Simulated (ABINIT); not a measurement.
Bi:

```
Bi
1.0
    -1.98143    1.98143    1.98143
     1.98143   -1.98143    1.98143
     1.98143    1.98143   -1.98143
Bi
1
Direct
  0.00000 0.00000 0.00000
```

This isn't the form of Bi at room conditions, which is rhombohedral.

Base run:

```yaml
Program: ABINIT 10.8.3 (patched build)
Functional: LDA
Potentials_or_basis: JTH PAW PBE v2.0
Cutoff: 707 eV
k_mesh: 9 × 9 × 9
Occupations: fermi-dirac, width 0.05 eV
Spin: no spin polarisation
```

Its results: band gap on the k mesh none (metal or under the smearing width); pressure -3.8 GPa.

Task: After a change of settings the same cell gave: band gap on the k mesh none (metal or under the smearing width); pressure -0.4 GPa. Which change was it?
A. functional from LDA to PBEsol
B. functional from LDA to r2SCAN
C. functional from LDA to AM05
D. functional from LDA to BLYP

Result: B.

Caveats: the PAW data sets were made with another functional, which shifts forces and pressure a little; spin-orbit coupling is left out, which moves the levels of the heavy elements.
